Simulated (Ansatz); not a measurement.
Run this with the Python package of Ansatz (0.2.0) and show what comes out.

Script `pbs.py`:
```python
"""D3 and D4 dispersion energy of PbS, with no SCF."""

import ansatz as az
import numpy as np

vectors0 = np.array([
    [11.29828, 0.0, 0.0],
    [0.0, 3.00438, 3.00618],
    [0.0, -3.00438, 3.00618],
])
sites = [
    ("Pb", (0.62458, 0.25664, 0.75664)),
    ("Pb", (0.37542, 0.75664, 0.25664)),
    ("S", (0.61368, 0.76436, 0.26436)),
    ("S", (0.38632, 0.26436, 0.76436)),
]


def on_lattice(cell):
    crystal = az.Crystal(lattice=az.Lattice.of(cell))
    for symbol, position in sites:
        crystal = crystal.atom(symbol, position)
    return crystal

atoms = [(site[0], site[1]) for site in sites]
print("dispersion energy and pressure at linear scale factors", (0.98, 1.0, 1.02))
for functional in (az.Functional.PBESOL, az.Functional.PBE0):
    for method in ("d3bj", "d4"):
        damping = az.dispersion_damping(method=method, xc=functional)
        line = []
        for scale in (0.98, 1.0, 1.02):
            term = az.pairwise_dispersion(vectors=(vectors0 * scale).tolist(), atoms=atoms, damping=damping, periodic=(True, True, True))
            line.append(f"{term.energy_ev / len(atoms):.4f} eV/atom, {np.trace(term.stress_gpa) / 3:.2f} GPa")
        print(functional.value, method, "|", " | ".join(line))
print("charges of the D4 model in the last cell:", np.round(term.partial_charges_e, 3))
```

```console
$ python pbs.py
dispersion energy and pressure at linear scale factors (0.98, 1.0, 1.02)
pbesol d3bj | -0.2035 eV/atom, -0.56 GPa | -0.1939 eV/atom, -0.43 GPa | -0.1919 eV/atom, 0.26 GPa
pbesol d4 | -0.1398 eV/atom, -0.35 GPa | -0.1377 eV/atom, 0.30 GPa | -0.1374 eV/atom, -0.28 GPa
pbe0 d3bj | -0.2604 eV/atom, -0.71 GPa | -0.2482 eV/atom, -0.55 GPa | -0.2456 eV/atom, 0.32 GPa
pbe0 d4 | -0.2556 eV/atom, -0.63 GPa | -0.2521 eV/atom, 0.57 GPa | -0.2517 eV/atom, -0.51 GPa
charges of the D4 model in the last cell: [ 0.391  0.391 -0.391 -0.391]
```

The structure comes from a database and needn't be a stable phase.
